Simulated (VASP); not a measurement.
## Li: single point with PBE

The system is Li.

```
Li
1.0
     6.98000    0.00000    0.00000
     0.00000    6.98000    0.00000
     0.00000    0.00000    6.98000
Li
16
Direct
  0.08484 0.87556 0.95755
  0.51874 0.97542 0.96130
  0.99149 0.53712 0.01501
  0.98407 0.92497 0.52403
  0.16095 0.23239 0.25205
  0.51370 0.37188 0.03238
  0.40033 0.94360 0.52585
  0.69368 0.12117 0.30812
  0.06576 0.46013 0.48619
  0.26186 0.75938 0.26411
  0.17261 0.29251 0.76646
  0.53444 0.40612 0.49196
  0.63870 0.73996 0.32024
  0.83352 0.33341 0.75381
  0.38476 0.63254 0.76325
  0.75246 0.71047 0.73216
```

The cell was built by a generator and needn't be a form met in nature.

```json
{"Program": "VASP 6.6.1", "Task": "single point", "Functional": "PBE", "Potentials or basis": "VASP PAW PBE potentials, release 64 (Li_sv)", "Cutoff": "520 eV", "k mesh": "3 × 3 × 3", "Occupations": "fermi-dirac, width 0.11 eV", "Spin": "no spin polarisation", "Dipole correction": "no", "Further INCAR settings": "LREAL = Auto; ALGO = Fast; EDIFF = 1e-06; NBANDS = 38"}
```

```json
{"Largest force": "1.249 eV/Å", "Band gap on the k mesh": "none (metal or under the smearing width)"}
```

Forces in eV/Å, atoms in the order of the input:
```
Li  -0.158  0.747 -0.258
Li   0.028  0.028 -0.038
Li  -0.194 -0.168  0.587
Li   0.080  0.202  0.022
Li   0.308 -0.620 -0.439
Li  -0.065  0.380  0.128
Li   0.047  0.765  0.593
Li   0.526  0.106 -0.149
Li  -0.358  0.994 -0.200
Li  -0.008 -0.462 -0.270
Li   0.911 -0.784  0.338
Li  -0.298 -0.077  0.056
Li   0.618 -0.468 -0.454
Li  -0.894 -0.768 -0.033
Li  -0.535  0.048  0.097
Li  -0.006  0.077  0.020
```

Levels at points of the mesh, in eV from the Fermi level:
```tsv
k point	band 21	band 22	band 23	band 24	band 25	band 26	band 27	band 28
(0.00, 0.00, 0.00)	-1.08	-0.97	-0.93	0.22	0.43	0.45	0.50	0.62
```

It took 11 min on 1 thread of Intel(R) Xeon(R) Platinum 8488C (Sapphire Rapids), on a shared host, peak memory 0.42 GiB.

Caveat: forces of over 1 eV/Å show positions far from the minimum, so gaps and moduli don't describe the material at rest.
